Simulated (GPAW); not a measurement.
# The basis that the transmission of a Bi chain with a Pt atom bridging one bond needs, part 2 of 2

Wanted: the zero-bias transmission of a Bi chain with a Pt atom bridging one bond on a ladder of levels, with run times.

GPAW 26.7.0; GPAW LCAO, PAW setups; Landauer transmission from Green's functions with principal layers (ASE), zero bias.

So far, transmission at the Fermi level (one spin): step 2 (double-zeta polarised basis, PBE, GPAW) 2.20; step 3 (basis szp(dzp), PBE, GPAW) 2.22; step 4 (basis sz(dzp), PBE, GPAW) 2.22; step 5 (LDA) 2.22.

## (8) Potential alignment off

Without the shift, lead and junction are matched by their Fermi levels alone.

This step: GPAW LCAO, PAW setups; Landauer transmission from Green's functions with principal layers (ASE), zero bias (GPAW 26.7.0).

run.py reads:

```python
import json
import numpy as np
from ase import Atoms
from ase.transport.calculators import TransportCalculator
from gpaw import GPAW, FermiDirac
from gpaw.lcao.tools import get_lcao_hamiltonian
from scipy.linalg import eigh

# The junction with lead layers at both ends, along the third cell vector
device = Atoms(
    ['Bi', 'Bi', 'Bi', 'Bi', 'Pt', 'Bi', 'Bi', 'Bi', 'Bi'],
    positions=[
        [4.50000, 4.50000, 1.45000],
        [4.50000, 4.50000, 4.35000],
        [4.50000, 4.50000, 7.25000],
        [4.50000, 4.50000, 10.15000],
        [6.62050, 4.50000, 11.70000],
        [4.50000, 4.50000, 13.25000],
        [4.50000, 4.50000, 16.15000],
        [4.50000, 4.50000, 19.05000],
        [4.50000, 4.50000, 21.95000]],
    cell=[[9.0, 0.0, 0.0], [0.0, 9.0, 0.0], [0.0, 0.0, 23.4]],
    pbc=True)

# One principal layer of the lead: the first 2 atoms of the device
lead = Atoms(
    ['Bi', 'Bi'],
    positions=[
        [4.50000, 4.50000, 1.45000],
        [4.50000, 4.50000, 4.35000]],
    cell=[[9.0, 0.0, 0.0], [0.0, 9.0, 0.0], [0.0, 0.0, 5.8]],
    pbc=True)

settings = dict(mode='lcao', basis='dzp', xc='PBE', h=0.2,
                occupations=FermiDirac(0.1), maxiter=250,
                mixer=dict(beta=0.1, nmaxold=8, weight=100.0),
                convergence=dict(density=0.0001))
energies = np.arange(-3, 3 + 1e-9, 0.075)
eta = 0.0001
n1, n2 = 1, 1
# k and -k transmit alike, so half of the mesh across the current serves
mesh = [(i, j) for i in range(n1) for j in range(n2) if (i, j) <= (-i % n1, -j % n2)]
weights = np.array([1 if (i, j) == (-i % n1, -j % n2) else 2 for i, j in mesh]) / (n1 * n2)

# [... helper functions left out ...]
fermi_lead = ground_state(lead, (1, 1, 19), 'lead.txt')
fermi_device = ground_state(device, (1, 1, 3), 'device.txt')
# [... loop over the mesh left out, but for ...]
        # Lead and device are aligned by their Fermi levels alone
        shift = 0.0
# [...]
kT = 8.617333e-5 * 300
bias = [0.1, 0.2, 0.5, 1.0, 1.5, 2.0]
# [... integrals and printing left out ...]
```

Started as:

```sh
> OMP_NUM_THREADS=1 OPENBLAS_NUM_THREADS=1 python run.py
```

The program printed:

```text
basis functions: device 211, principal layer 46
Fermi level: lead -2.8498 eV, device -2.6995 eV; lead shifted by 0.0000 eV
largest coupling past the next layer 5.83e-06 eV, largest misfit of the first layer 0.078 eV
  E-E_F (eV)   T (one spin)  [channel counts left out]
    -3.000    9.8370e-01
    -2.925    9.1012e-01
    -2.850    7.6176e-01
    -2.775    5.8303e-01
    -2.700    5.9111e-01
    -2.625    4.0275e-01
    -2.550    6.7641e-02
    -2.475    7.1442e-02
    -2.400    9.1552e-02
    -2.325    1.0844e-01
    -2.250    1.1701e-01
    -2.175    1.1591e-01
    -2.100    1.0535e-01
    -2.025    8.6475e-02
    -1.950    6.1547e-02
    -1.875    3.4398e-02
[...]
2.475    9.8053e-01
     2.550    9.8054e-01
     2.625    9.8048e-01
     2.700    9.8036e-01
     2.775    9.8018e-01
     2.850    9.7995e-01
     2.925    9.7968e-01
     3.000    9.7935e-01
conductance at 300 K: 2.1989 G0 a cell; thermopower -2.183 uV/K
current from the zero-bias T(E) at 0.1 V: 17.033 uA
current from the zero-bias T(E) at 0.2 V: 34.039 uA
current from the zero-bias T(E) at 0.5 V: 84.625 uA
current from the zero-bias T(E) at 1.0 V: 165.62 uA
current from the zero-bias T(E) at 1.5 V: 239.42 uA
current from the zero-bias T(E) at 2.0 V: 307.55 uA
```

Wall time 30 s (1 thread of Arm Neoverse V1, shared host); peak memory 0.84 GiB.

Numbers from this step:

- conductance: 2.199 G₀
- thermopower: -2.183 μV/K
- largest coupling past the next principal layer: 5.83e-6 eV
- largest misfit of the first principal layer: 0.07800 eV
- shift that aligns the lead: 0 eV
- transmission at the Fermi level (one spin): 2.201

One spin. Table of transmission, zone mean by energy, zero at the Fermi level:

energy (eV), transmission, zone mean and a bar:
```
    -3.00       0.98 ###########
    -2.77       0.58 #######
    -2.55       0.07 #
    -2.40       0.09 #
    -2.17       0.12 #
    -1.95       0.06 #
    -1.73       0.00 
    -1.57       0.05 #
    -1.35       0.36 ####
    -1.12       0.67 ########
    -0.90       1.11 #############
    -0.75       1.13 #############
    -0.53       1.56 ##################
    -0.30       1.93 ######################
    -0.07       2.15 #########################
     0.00       2.20 ##########################
     0.07       2.25 ##########################
     0.30       2.35 ###########################
     0.53       2.42 ############################
     0.75       2.48 #############################
     0.90       2.51 #############################
     1.12       2.55 ##############################
     1.35       2.58 ##############################
     1.57       2.50 #############################
     1.73       2.04 ########################
     1.95       0.97 ###########
     2.17       0.98 ###########
     2.40       0.98 ###########
     2.55       0.98 ###########
     2.77       0.98 ###########
     3.00       0.98 ###########
```

Not self-consistent under bias; the bias window is split evenly. Current through one cell, from the zero-bias transmission against bias:

```csv
bias (V),"current through one cell, from the zero-bias transmission (μA)"
0.100,17.0
0.200,34.0
0.500,84.6
1.000,166
1.500,239
2.000,308
```

Table of transmission of the three most open eigenchannels by energy, zero at the Fermi level:

```
energy (eV)  channel 1  channel 2  channel 3
    -3.0000      0.984    5.2e-11          0
    -2.7750      0.583    5.1e-11          0
    -2.4750     0.0714    5.1e-11          0
    -2.2500      0.117    5.1e-11          0
    -2.0250     0.0865    5.1e-11          0
    -1.7250     5.9e-5    4.4e-11    6.3e-12
    -1.5000      0.122    8.3e-10    7.0e-11
    -1.2750      0.420     0.0278     0.0205
    -0.9750      0.768     0.0432     0.0338
    -0.7500      0.768      0.182      0.181
    -0.5250      0.840      0.480      0.242
    -0.2250      0.879      0.771      0.363
     0.0000      0.894      0.859      0.449
     0.2250      0.902      0.901      0.515
     0.5250      0.934      0.908      0.577
     0.7500      0.951      0.909      0.615
     0.9750      0.962      0.906      0.656
     1.2750      0.964      0.889      0.723
     1.5000      0.931      0.849      0.776
     1.7250      0.766      0.669      0.605
     2.0250      0.976    3.4e-11    2.6e-11
     2.2500      0.980    3.8e-11          0
     2.4750      0.981    3.6e-11          0
     2.7750      0.980    3.4e-11          0
     3.0000      0.979    3.2e-11          0
```

The conductance equals that of the dzp run to 0.2 %.

## (9) Another change of settings

A last run, with other settings again.

run.py, as its differences from that of step 8:

```diff
@@ -30,3 +30,3 @@
         [4.50000, 4.50000, 4.35000]],
-    cell=[[9.0, 0.0, 0.0], [0.0, 9.0, 0.0], [0.0, 0.0, 5.8]],
+    cell=[[9.0, 0.0, 0.0], [0.0, 9.0, 0.0], [0.0, 0.0, 6.67]],
     pbc=True)
@@ -34,3 +34,3 @@
 settings = dict(mode='lcao', basis='dzp', xc='PBE', h=0.2,
-                occupations=FermiDirac(0.1), maxiter=250,
+                occupations=FermiDirac(0.1), maxiter=50,
                 mixer=dict(beta=0.1, nmaxold=8, weight=100.0),
@@ -48,4 +48,4 @@
 # [... loop over the mesh left out, but for ...]
-        # Lead and device are aligned by their Fermi levels alone
-        shift = 0.0
+        # Shift the lead onto the potential of the device's first layer
+        shift = ((H[:, 0, 0] - H0[:, 0, 0]) / S0[0, 0]).real.mean()
 # [...]
```

The program printed:

```text
basis functions: device 211, principal layer 46
Fermi level: lead -2.9301 eV, device -2.6995 eV; lead shifted by -0.3414 eV
largest coupling past the next layer 3.17e-09 eV, largest misfit of the first layer 1.053 eV
  E-E_F (eV)   T (one spin)  [channel counts left out]
    -3.000    9.0237e-09
    -2.925    1.1110e-08
    -2.850    6.9008e-08
    -2.775    3.6751e-10
    -2.700    5.9940e-04
    -2.625    5.1940e-02
    -2.550    4.1314e-03
    -2.475    3.9120e-03
    -2.400    4.1133e-03
    -2.325    4.2376e-03
    -2.250    4.2287e-03
    -2.175    4.0884e-03
    -2.100    3.8226e-03
    -2.025    3.4282e-03
    -1.950    2.8866e-03
    -1.875    2.1597e-03
[...]
2.475    1.9755e-02
     2.550    1.7002e-02
     2.625    1.5052e-02
     2.700    1.3691e-02
     2.775    1.2785e-02
     2.850    1.2254e-02
     2.925    1.2056e-02
     3.000    1.2177e-02
conductance at 300 K: 0.0018678 G0 a cell; thermopower -563.3 uV/K
current from the zero-bias T(E) at 0.1 V: 0.025054 uA
current from the zero-bias T(E) at 0.2 V: 0.16313 uA
current from the zero-bias T(E) at 0.5 V: 4.3585 uA
current from the zero-bias T(E) at 1.0 V: 26.794 uA
current from the zero-bias T(E) at 1.5 V: 56.125 uA
current from the zero-bias T(E) at 2.0 V: 58.378 uA
```

Wall time 29 s (1 thread); peak memory 0.85 GiB.

The run finished. A setting was moved off its sound value on purpose, so it serves as a test and not as the result.

The fault put into the input: a lead period that doesn't match its atoms (period = 6.67).

Side by side:

```
                                           quantity   this run   sound run  difference
                                   conductance (G₀)  0.0018678      2.1992       -2.20
largest coupling past the next principal layer (eV)   3.170e-9    5.832e-6     -5.8e-6
   largest misfit of the first principal layer (eV)     1.0533    0.068734       0.985
                    shift that aligns the lead (eV)   -0.34137  -0.0059276      -0.335
         transmission at the Fermi level (one spin)   1.217e-7      2.2014       -2.20
```

One result that differs is the transmission at the Fermi level (one spin), 1.2e-7 against 2.20.

## (10) Results

```json
{"conductance": "2.20 G₀", "transmission at the Fermi level, mean of the spins": "2.20", "thermopower": "-2.15 μV/K"}
```

What this shows: In the dzp basis the junction conducts 2.20 G₀ at 300 K, with T = 2.20 a spin at the Fermi level; the sz basis reaches that conductance within 10 %. At the Fermi level the three most open eigenchannels pass 0.89, 0.86 and 0.45. Measured against the first run (dzp), the nearest curve is that of dzp-LDA (r.m.s. 0.033) and the farthest that of sz (0.13). Over the compared runs wall time goes from 19 s (sz) to 29 s (dzp), on a shared host. The geometry was built from estimated bond lengths and not relaxed, so the numbers describe this model structure. The run had no spin polarisation, so a magnetic state, which chains and small molecules with open shells often have, wasn't tested. Spin-orbit coupling is left out, which matters for the heavy atoms here. An evenly spaced straight chain is an idealisation: free chains tend to dimerise, zigzag or, where a band edge lies near the Fermi level, turn magnetic. The currents use the zero-bias T(E) throughout, which holds only while the bias is small against the distance to the nearest feature. The energy step is wider than the thermal energy, so the conductance and thermopower rest on interpolation of T(E).

[Logs are printed without paths, hosts, clocks, repeated set-up lines and the standing remarks that a program may print on its own settings, such as how far it seeks lower states.]

[Hosts, paths, dates, database ids (printed as entryN), source tags and the programs' standing remarks are cut or masked in the printed files.]
